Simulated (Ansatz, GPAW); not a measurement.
# CuI (110), 8 units: simulated STM images, part 3 of 3

Aim: Tersoff-Hamann images of CuI (110), 8 units at several biases.

GPAW 26.7.0 and Ansatz 0.2.0; Ansatz plane waves; layer without images along its normal, relaxation of atoms and in-plane cell; PAW set soft_1 (the session's first sound run).

So far. Step 2 (Relaxing the atoms): The relaxation lowered the energy of the cell by 0.696 eV. Step 3 (Plane waves, PBE): The layer is gapped, so the Fermi level lies somewhere inside the gap, set by smearing and numerics, and these work functions are no property of the material; the band edges below the vacuum level are. The potential is flat to 9.0e-5 eV/Å where it is read, so the vacuum is wide enough. The geometry is the other program's minimum; here the largest force on a free atom is 0.12 eV/Å.

## (4) A second plane-wave code

A second program with its own datasets checks the number independently.

This step: Ansatz plane waves; slab in vacuum with a dipole correction; PAW set soft_1 (Ansatz 0.2.0).

The input, input.yaml:

```yaml
crystal:
  lattice:
    - [4.2942638803, 0.0, 0.0]
    - [0.0, 6.0616433563, 0.0]
    - [0.0, 0.0, 53.7459721853]
  atoms:
    - { symbol: Cu, position: [0.5, 0.5733909852, 0.1607344698] }
    - { symbol: I, position: [0.0, 0.7508776131, 0.1452956514] }
    - { symbol: Cu, position: [0.0, -0.023482688, 0.1863783738] }
    - { symbol: I, position: [0.5, 0.234348634, 0.18867398] }
    - { symbol: Cu, position: [0.5, 0.4905788559, 0.2281271923] }
    - { symbol: I, position: [0.0, 0.7412945231, 0.2278659171] }
    - { symbol: Cu, position: [0.0, -0.0086684664, 0.2678930956] }
    - { symbol: I, position: [0.5, 0.2416605432, 0.2683078135] }
    - { symbol: Cu, position: [0.5, 0.4913315336, 0.3083916906] }
    - { symbol: I, position: [0.0, 0.7416605432, 0.3079769728] }
    - { symbol: Cu, position: [0.0, -0.0094211441, 0.3481575939] }
    - { symbol: I, position: [0.5, 0.2412945231, 0.3484188691] }
    - { symbol: Cu, position: [0.5, 0.476517312, 0.3899064124] }
    - { symbol: I, position: [0.0, 0.734348634, 0.3876108062] }
    - { symbol: Cu, position: [0.0, 0.0733909852, 0.4155503164] }
    - { symbol: I, position: [0.5, 0.2508776131, 0.4309891348] }
kpoints:
  mp_grid: { grid: [7, 5, 1] }
hamiltonian:
  xc: pbe
  pseudopotentials: { kind: paw, azcp: { folder: soft_1 } }
scf:
  occupations: { method: fermi_dirac, width: 0.05 }
efield:
  axis: 3
  dipole_correction: true
  ramp_width: 0.05
output:
  forces: true
  write_potential: true
  write_density: true
  volumetric_format: npy
  elf: true
```

On the command line:

```
ansatz run input.yaml --threads 4 --pin off --max-ram 8192MiB --backend cpu --events-out ev --progress --plain --runs-dir out
```

Numbers of over 12 decimals in the logs are rounded to 6 here.

The log of the run:

```text
[...]
Crystal: 16 atoms, lattice volume = 1399.024 Å³
Basis set: ecut = 420 eV, 27385 PW (Γ), exchange–correlation on 60×90×720 points (8 copies of the dense FFT grid, shifted against one another)
Bands: 173, of which v1, the nominal top of the filled ones, is band 144 counted from 1 (143 counted from 0)
Symmetry: 2 space group operations
k-points: 12 of 35 (time reversal used)
[...]
SCF iter   1: F=—  HF=-113109.386543 eV  |F-HF|=—  |Δ(HF+E_count)|=         —  Δρ=3.50e-2  dr2=1.16e1  ethr=3.10e-3  p=0.000 e·Å  D=2.63e-8 V/Å  ΔV_dip=-0.00 eV  dr2_dipole=7.75e-8  V_vac-E_F(+/−)=3.79/3.79 eV  ⟨swp⟩=12.2  Hψ=11067  notcnv=0  defer=85
efield: sawtooth ramp at fractional position 0.7631 (placed from the atoms, in the widest stretch of the axis that holds none; the zero of the levels goes with the place), width 0.0500; the density the first Hamiltonian is built on has a dipole p = 0.000 e·Å; the dipole correction subtracts the counter field D = 2.63e-8 V/Å, which shifts the + side's vacuum level by -0.00 eV against the − side's; the planar-averaged density in the ramp window peaks in size at 4.0e-7 e/Å³
[...]
SCF iter   2: F=—  HF=-113109.829845 eV  |F-HF|=—  |Δ(HF+E_count)|=   4.43e-1  Δρ=3.01e-2  dr2=6.67e0  ethr=3.10e-3  p=0.000 e·Å  D=2.08e-5 V/Å  ΔV_dip=-0.00 eV  dr2_dipole=1.35e-7  V_vac-E_F(+/−)=4.65/4.65 eV  ⟨swp⟩=3.0  Hψ=4290  notcnv=0  defer=248
[...]
SCF iter  14: F=-113107.584795 eV  HF=-113107.584795 eV  |F-HF|=2.47e-8  |Δ(HF+E_count)|=   2.20e-8  Δρ=1.99e-6  dr2=3.18e-8  ethr=3.47e-11  p=0.000 e·Å  D=2.85e-9 V/Å  ΔV_dip=-0.00 eV  dr2_dipole=3.39e-13  V_vac-E_F(+/−)=3.95/3.95 eV  ⟨swp⟩=7.2  Hψ=13738  notcnv=0
SCF 1 converged in 14 iterations: F = -113107.584795 eV  dr2 = 3.18e-8
[...]
WARN: The output density's exchange-correlation potential varies sharply where the density is thin. Do not read a vacuum level from v_tot or v_xc, or from such a field of the output density. On a cell that repeats whose density bears no net charge and no dipole along the vacuum's axis use v_es (v_loc + v_h of the components); under efield.dipole_correction with no amplitude use v_es + v_field, which holds any externa [...]
SCF converged after 14 iterations
Free energy (F): -113107.584795 eV
[...]
Internal energy: -113107.584795 eV  (E = F + TS)
E sigma→0 (E₀):  -113107.584795 eV
Entropy (-TS):   -0.000000 eV (-0.000 meV/atom)
Fermi energy:    0.109086 eV
Dipole field:    D = 0.000000 V/Å  (p = 0.000002 e·Å, saw-weighted, corrected)
Work function:   Φ+ = 3.9511 eV   Φ− = 3.9511 eV
Levels:          The Fermi level and band energies are counted from a zero that moves with the ramp; work functions are not
[...]
--- Forces (eV/Å), atoms counted from 1 ---
  atom   1  Cu     0.00000000     0.00341790     0.00138289
  atom   2  I      0.00000000    -0.00306509    -0.00313948
  atom   3  Cu    -0.00000000    -0.00321752     0.00221011
  atom   4  I     -0.00000000     0.00023298    -0.00199005
  atom   5  Cu     0.00000000    -0.00072585    -0.00147491
  atom   6  I     -0.00000000     0.00289843     0.00171329
  atom   7  Cu     0.00000000    -0.00204322    -0.00135742
  atom   8  I      0.00000000     0.00250024     0.00135269
  atom   9  Cu     0.00000000    -0.00204334     0.00135779
  atom  10  I      0.00000000     0.00250071    -0.00135277
  atom  11  Cu     0.00000000    -0.00072581     0.00147543
  atom  12  I     -0.00000000     0.00289811    -0.00171286
  atom  13  Cu    -0.00000000    -0.00321801    -0.00220983
  atom  14  I     -0.00000000     0.00023444     0.00199083
  atom  15  Cu     0.00000000     0.00341893    -0.00138266
  atom  16  I      0.00000000    -0.00306679     0.00313688
  max |Σ_I F_I| component: 3.86e-6 eV/Å
--- Band table (eV; the first three rows and the last of 12) ---
  k-point 0: bands = [... 140 lower, -0.7883, -0.7132, -0.6416, -0.5920, 0.7839, 1.3320, 1.9194, 2.1674, ... 25 higher]
  k-point 1: bands = [... 140 lower, -0.8922, -0.8368, -0.7908, -0.7730, 1.3126, 1.4785, 1.7842, 2.0449, ... 25 higher]
  k-point 2: bands = [... 140 lower, -1.1412, -1.1078, -1.1048, -1.1024, 1.6452, 1.7280, 1.8806, 1.9784, ... 25 higher]
  k-point 11: bands = [... 140 lower, -1.4457, -1.4374, -1.3123, -1.2924, 1.8413, 2.0592, 2.4468, 2.4550, ... 25 higher]
```

The job ended after 4 min (4 threads of Arm Neoverse V1, shared host; peak memory 5.2 GiB).

Numbers from this step:

| Property | Result |
| --- | --- |
| symmetry operations | 2 |
| upper work function | 3.951 eV |
| lower work function | 3.951 eV |
| dipole along the normal | 2.31e-6 e·Å |
| dipole field | 2.99e-7 V/Å |
| vacuum level above | 4.060 eV |
| vacuum level below | 4.060 eV |

The electrostatic potential energy of an electron (with the applied field's), less the Fermi level, planar mean oscillates, so the rows of the table below give means over windows of 2.09 Å about each position, cut where the curve ends. Its maxima inside the range that stand out by 2 % of the span (Å: eV): 9.1: -2.39, 11.2: 0.243, 13.3: 0.344, 15.5: 0.255, 17.6: 0.376, 19.9: 0.138, 21.8: -2.42. Its minima: 8.4: -5.69, 10.0: -7.42, 12.2: -7.22, 14.3: -7.17, 16.6: -7.21, 18.7: -7.20, 21.1: -7.37, 22.5: -5.67.

Electrostatic potential energy of an electron (with the applied field's), less the Fermi level, planar mean against z; means over each step:

z (Å), electrostatic potential energy of an electron (with the applied field's), less the Fermi level, planar mean (eV) and a bar from the least value:
```
     1.04       3.95 ##############################
     3.13       3.95 ##############################
     5.22       3.90 ##############################
     7.31      -0.80 ##############
     9.40      -5.09 
    11.49      -3.79 ####
    13.58      -3.79 ####
    15.67      -3.80 ####
    17.77      -3.78 ####
    19.85      -3.73 #####
    21.95      -4.77 #
    24.03       0.76 ###################
    26.12       3.93 ##############################
    28.21       3.95 ##############################
    30.30       3.95 ##############################
    32.39       3.95 ##############################
    34.48       3.95 ##############################
    36.58       3.95 ##############################
    38.66       3.95 ##############################
    40.75       3.95 ##############################
    42.84       3.95 ##############################
    44.94       3.95 ##############################
    47.02       3.95 ##############################
    49.11       3.95 ##############################
    51.20       3.95 ##############################
    53.30       3.95 ##############################
```

The valence density, planar mean oscillates, so the rows of the table below give means over windows of 2.09 Å about each position, cut where the curve ends. Its maxima inside the range that stand out by 2 % of the span (Å: e/Å³): 8.7: 1.18, 10.0: 1.64, 12.2: 1.66, 14.3: 1.61, 16.6: 1.66, 18.7: 1.63, 20.9: 1.63, 22.4: 1.16. Its minima: 9.3: 0.273, 11.2: 0.160, 13.3: 0.157, 15.5: 0.160, 17.6: 0.156, 19.9: 0.161, 21.6: 0.272.

The valence density, planar mean by z; means over each step:

| z (Å) | valence density, planar mean (e/Å³) |
| --- | --- |
| 3.13 | 6.0e-6 |
| 5.22 | 0.00266 |
| 7.31 | 0.335 |
| 9.40 | 0.879 |
| 11.49 | 0.628 |
| 13.58 | 0.628 |
| 15.67 | 0.619 |
| 17.77 | 0.619 |
| 19.85 | 0.584 |
| 21.95 | 0.782 |
| 24.03 | 0.217 |
| 26.12 | 8.7e-4 |
| 28.21 | 2.0e-6 |

Valence density in the cb plane at fractional x = 0.000, with atoms of I and Cu within 0.2 Å of it. It is the smooth field of the valence electrons, not physical close to the nuclei.

Values in e/Å³, 9 rows by 16 columns, each cell a mean:
```
 0  0  0  0  0  0  0  1  0 14  9  0  0  2 15  0
 0  0  0  0  0  0  0  7  2  1  0  3  5  0  0  1
 0  0  0  0  0  0  0  8  3  0  0  4  8  0  0  1
 0  0  0  0  0  0  0  1  0  0  0  1  1  0  0  0
 0  0  0  0  0  0  0  0  0  0  0  0  0  0  0  0
 0  0  0  0  0  0  0  0  0  0  0  0  0  0  0  0
 0  0  0  0  0  0  0  0  0  0  0  0  0  0  0  0
 0  0  0  0  0  0  0  0  0  0  0  0  0  0  1  0
 0  0  0  0  0  0  0  0  0 10  6  0  0  2 20  0
```
Columns run along c (16.0 Å, from fractional 0.00 to 0.30 of the cell), rows up along b (6.1 Å). Atoms in or near the plane, at fractional coordinates: I at (0.15, 0.75), Cu at (0.19, 0.98), I at (0.23, 0.74), Cu at (0.27, 0.99).

ELF in the cb plane at fractional x = 0.000, with atoms of I and Cu within 0.2 Å of it. It is the smooth field of the valence electrons, not physical close to the nuclei.

Ten even steps from '0' (0.00) to '9' (0.83), each cell a mean:
```
00000000000000136899998521472126887521362126
00000000000000247999767731221158777741121258
00000000000001258996334762111377434773111476
00000000000001258985353574212685353585213674
00000000000000258985333675112675343586213775
00000000000000146897545774101577545775102686
00000000000000125788878752000368777863001478
00000000000000012567877520000135777530000136
00000000000000001234543100000002333100000002
00000000000000000011110000000000000000000000
00000000000000000000000000000000000000000000
00000000000000000000000000000000000000111000
00000000000000000000000001111100000011111100
00000000000000000000000111111110000111111110
00000000000000001344421112221211111122222211
00000000000000124678875212462112443212473112
```
Columns run along c (16.0 Å, from fractional 0.00 to 0.30 of the cell), rows up along b (6.1 Å). Atoms in or near the plane, at fractional coordinates: I at (0.15, 0.75), Cu at (0.19, 0.98), I at (0.23, 0.74), Cu at (0.27, 0.99).

Electrostatic potential energy in the cb plane at fractional x = 0.000, with atoms of I and Cu within 0.2 Å of it. With pseudopotentials it is smooth inside the atoms' cores, unlike the true potential.

Ten even steps from '0' (-42 eV) to '9' (4 eV), each cell a mean:
```
99999999999999999999888872000488888882000488
99999999999999999985224785102787424786213786
99999999999999999961230378767872121378878871
99999999999999999841683179999861584169999850
99999999999999999851461279999961473169999850
99999999999999999973111689999973111489999972
99999999999999999997657899999997545899999987
99999999999999999999999999999999889999999999
99999999999999999999999999999999999999999999
99999999999999999999999999999999999999999999
99999999999999999999999999999999999999999999
99999999999999999999999999999999999999999999
99999999999999999999999999999999999999999999
99999999999999999999999998878999999998767899
99999999999999999999999986213799999985102699
99999999999999999999999982000589999982000489
```
Columns run along c (16.0 Å, from fractional 0.00 to 0.30 of the cell; values clipped at the 3rd and 97th percentile), rows up along b (6.1 Å). Atoms in or near the plane, at fractional coordinates: I at (0.15, 0.75), Cu at (0.19, 0.98), I at (0.23, 0.74), Cu at (0.27, 0.99).

In a gap the Fermi level hangs on smearing and numerics; here the upper work functions are 3.951 and 3.948 eV.

## (5) Side by side

Results and costs are gathered.

This step: comparison of work functions, dipole and cost; PAW set soft_1 (GPAW 26.7.0).

Ladder, by row:

| step | code | work function, upper (eV) | work function, lower (eV) | dipole (e Å) | wall time (s) | peak memory (GiB) | threads |
| --- | --- | --- | --- | --- | --- | --- | --- |
| pw | GPAW | 3.948 | 3.948 | 0.00108 | 2173 | 1.8 | 1 |
| ansatz | Ansatz | 3.951 | 3.951 | 2.31e-6 | 241.9 | 5.19 | 4 |

## (6) A changed run

One more run, with changed settings.

This step: GPAW, PAW setups; slab in vacuum (GPAW 26.7.0).

The input, run.py:

```python
import json
import numpy as np
from ase import Atoms
from gpaw import GPAW, PW

slab = Atoms(
    ['Cu', 'I', 'Cu', 'I', 'Cu', 'I', 'Cu', 'I', 'Cu', 'I', 'Cu', 'I', 'Cu', 'I', 'Cu', 'I'],
    positions=[
        [2.14713, 3.47569, 8.82977],
        [0.00000, 4.55155, 8.00000],
        [0.00000, -0.14234, 10.20803],
        [2.14713, 1.42054, 10.33141],
        [2.14713, 2.97371, 12.45186],
        [-0.00000, 4.49346, 12.43782],
        [-0.00000, -0.05255, 14.58912],
        [2.14713, 1.46486, 14.61141],
        [2.14713, 2.97828, 16.76576],
        [-0.00000, 4.49568, 16.74347],
        [-0.00000, -0.05711, 18.90301],
        [2.14713, 1.46264, 18.91705],
        [2.14713, 2.88848, 21.14684],
        [-0.00000, 4.45136, 21.02346],
        [0.00000, 0.44487, 22.52510],
        [2.14713, 1.52073, 23.35487]],
    cell=[[4.29426, 0.0, 0.0], [0.0, 6.06164, 0.0], [0.0, 0.0, 31.3549]],
    pbc=[True, True, False])

slab.calc = GPAW(mode=PW(400), xc='PBE', kpts={'size': (1, 1, 1), 'gamma': True},
                 occupations={'name': 'fermi-dirac', 'width': 0.05}, nbands='160%',
                 convergence={'density': 1e-05}, maxiter=50,
                 poissonsolver={'dipolelayer': 'xy'},
                 symmetry={'tolerance': 1e-3}, txt='slab.txt')
result = {}
energy = slab.get_potential_energy()
fermi = slab.calc.get_fermi_level()
v = slab.calc.get_electrostatic_potential().mean((0, 1)) - fermi
n = slab.calc.get_pseudo_density().mean((0, 1))
L = slab.cell[2, 2]
z = np.arange(len(v)) * L / len(v)
low, high = slab.positions[:, 2].min(), slab.positions[:, 2].max()
below, above = np.interp([low - 5.8, high + 5.8], z, v)
slopes = [np.interp(x, z, np.gradient(v, z)) for x in (low - 5.8, high + 5.8)]
eps = np.array([[slab.calc.get_eigenvalues(k, s) for k in range(len(slab.calc.get_ibz_k_points()))]
                for s in range(slab.calc.get_number_of_spins())]) - fermi
top, bottom = eps[eps < 0].max(), eps[eps > 0].min()
dipole = slab.get_dipole_moment()[2]
print(f'energy {energy:.4f} eV, Fermi level {fermi:.4f} eV, dipole {dipole:.5f} e A')
print(f'potential 5.8 A off the faces, from the Fermi level: lower {below:.4f} eV, upper {above:.4f} eV')
print(f'slope of the potential there: lower {slopes[0]:.5f}, upper {slopes[1]:.5f} eV/A')
print(f'nearest levels on the mesh: {top:.4f} and {bottom:.4f} eV')
print('magnetic moment', round(slab.get_magnetic_moment(), 3))
result.update(energy=energy, fermi=fermi, dipole=dipole, below=below, above=above, slopes=slopes, edges=[top, bottom],
              z=z.tolist(), v=v.tolist(), n=n.tolist(), positions=slab.positions.tolist(),
              forces=slab.get_forces(apply_constraint=False).tolist(), moments=slab.get_magnetic_moments().tolist())
json.dump(result, open('result.json', 'w'))
```

On the command line:

```
OMP_NUM_THREADS=1 OPENBLAS_NUM_THREADS=1 python run.py
```

The log of the run:

```text
energy -29.4809 eV, Fermi level 1.0970 eV, dipole 0.00102 e A
potential 5.8 A off the faces, from the Fermi level: lower 3.8839 eV, upper 3.8842 eV
slope of the potential there: lower -0.00011, upper 0.00011 eV/A
nearest levels on the mesh: -0.6581 and 0.6449 eV
magnetic moment 0.0
```

Wall time 42 s (1 thread); peak memory 0.32 GiB.

The run finished. A setting was moved off its sound value on purpose, so it serves as a test and not as the result.

The fault put into the input: one k-point (kpts = [1, 1]).

The two runs compared:

| quantity | this run | sound run | difference |
| --- | --- | --- | --- |
| upper work function (eV) | 3.8842 | 3.9483 | -0.0641 |
| lower work function (eV) | 3.8839 | 3.9485 | -0.0645 |
| upper ionisation energy (eV) | 4.5423 | 4.6511 | -0.109 |

One result that differs is the upper ionisation energy, 4.54 eV against 4.65 eV.

## (7) Summary of results

| Quantity | Value |
| --- | --- |
| work function, both faces (Fermi level placed in the gap by the smearing) | 3.95 eV |
| ionisation energy from the upper face (highest filled level on the mesh) | 4.65 eV |
| electron affinity from the upper face (lowest empty Kohn-Sham level on the mesh) | 3.27 eV |
| dipole along the normal | 0.0011 e Å, near the numerical noise |
| corrugation at -1 V | 0.999 Å |
| corrugation at 1 V | 0.501 Å |

What this shows: The corrugation at constant current is largest at -1 V, where the tip height varies by 1.00 Å over the cell. Negative sample bias images filled states, positive bias empty ones. The levels nearest the Fermi level on the mesh lie 1.38 eV apart, so the slab is gapped there: the smearing puts the Fermi level inside the gap, and from either face the ionisation energy is the work function plus 0.70 eV. Both are Kohn-Sham levels on the mesh, and semilocal gaps are too small, so the affinity tends to come out too large and the ionisation energy too small. The images are of Tersoff-Hamann type: an s-wave tip, no tip-sample forces, heights closer than in a microscope. With elements this heavy, spin-orbit coupling can move band edges by tenths of an eV. Biases count from a Fermi level whose place in the gap is arbitrary, so only their reach past the band edges has a meaning. The small printed dipole stands for a step of -7.5 meV from the lower to the upper face, and the probes find -0.18 meV; values this small are near the numerical noise of both. The layer's cell and atoms come from the relaxation; spin-orbit coupling and temperature are left out.

[Logs are printed without paths, hosts, clocks, repeated set-up lines and the standing remarks that a program may print on its own settings, such as how far it seeks lower states.]

[Hosts, paths, dates, database ids (printed as entryN), source tags and the programs' standing remarks are cut or masked in the printed files.]
